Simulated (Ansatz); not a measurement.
# Zn (fcc type): the cost of one run

Computed with Ansatz 0.2.0 (DFT, PBE, all-electron LAPW, scalar-relativistic, unless a step's input says otherwise).

This is Zn in the fcc structure; at room conditions it is hcp.

## (1) The system as given

Symmetry: Fm-3m, No. 225, cubic system. The conventional cell has a = 3.335 Å, b = 3.335 Å, c = 3.335 Å, α = 90.00°, β = 90.00°, γ = 90.00°. Zn (site symmetry m-3m) has 12 Zn at 2.36 Å as nearest neighbours.

As a file:

```xyz
1
Lattice="0.0000 1.6676 1.6676 1.6676 0.0000 1.6676 1.6676 1.6676 0.0000" Properties=species:S:1:pos:R:3 pbc="T T T"
Zn    0.0000    0.0000    0.0000
```

## (2) Fcc relaxed under pressure, LAPW

File input.yaml:

```yaml
crystal:
  lattice:
    - [0.0, 1.6675529689, 1.6675529689]
    - [1.6675529689, 0.0, 1.6675529689]
    - [1.6675529689, 1.6675529689, 0.0]
  atoms:
    - { symbol: Zn, position: [0.0, 0.0, 0.0] }
kpoints:
  mp_grid: { grid: [20, 20, 20] }
scf:
  occupations: { method: fermi_dirac, width: 0.1 }
hamiltonian:
  xc: pbe
  pseudopotentials: { kind: all_electron, lapw: { basis_error: 0.0005 } }
output:
  forces: true
  stress: true
  eigenvalues: true
relax:
  f_tol: 0.005
  max_steps: 12
  cell: { p_target: 120.0, stress_tol: 0.06 }
```

Command:

```
$ ansatz run input.yaml --threads 1 --pin off --max-ram 3584MiB --backend cpu --events-out ev --progress --plain --runs-dir out
```

**Question.** How long does this run take on 1 thread of Intel Xeon Platinum 8488C (Sapphire Rapids), shared host, and how much memory does it need?

About 23 s, with a peak of 0.47 GiB.
